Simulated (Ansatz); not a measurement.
Start of a relaxation, O over the place (0/4, 0/4) of the surface cell, counted from the highest slab atom, its height relaxed (C, P6_3/mmc (No. 194), (0 0 1) face):

```
CELL_PARAMETERS angstrom
2.46498 0.00000 0.00000
-1.23249 2.13474 0.00000
0.00000 0.00000 25.73843
ATOMIC_POSITIONS crystal
C 0.00000 0.00000 0.33025
C 0.33333 0.66667 0.33025
C 0.00000 0.00000 0.46115
C 0.66667 0.33333 0.46115
C 0.00000 0.00000 0.59205
C 0.33333 0.66667 0.59205
O 0.00000 0.00000 0.64722
```

All numbers below come from DFT PBE+D3(BJ), scalar-relativistic, plane waves, PAW (Ansatz 0.2.0). Cutoff 420 eV; k points 12×12×1 on the computed 7-atom cell (Γ-centred); Gaussian smearing, width 0.10 eV; no spin polarisation. The cell repeats along c with a dipole correction in the vacuum.

Atoms 1, 2, 3, 4, 5, 6 (counted from 1) are held. Atom 7 may move along c only. The cell is fixed. Force threshold 0.02 eV/Å.

(1) Where does it end?

The end is the local minimum or symmetric point that this start leads to.

Spin polarisation was left out, and a magnetic state may lie lower.

## Answers

(1) The energy falls by 0.086 eV in 5 steps, to:

```
C O
1.0
     2.46498    0.00000    0.00000
    -1.23249    2.13474    0.00000
     0.00000    0.00000   25.73843
C O
6 1
Direct
  0.00000 0.00000 0.33025
  0.33333 0.66667 0.33025
  0.00000 0.00000 0.46115
  0.66667 0.33333 0.46115
  0.00000 0.00000 0.59205
  0.33333 0.66667 0.59205
  0.00000 0.00000 0.65041
```

Cost: 1 run of about 0.49 core-minutes, on AMD EPYC 7R43 (Zen 3) (shared hosts).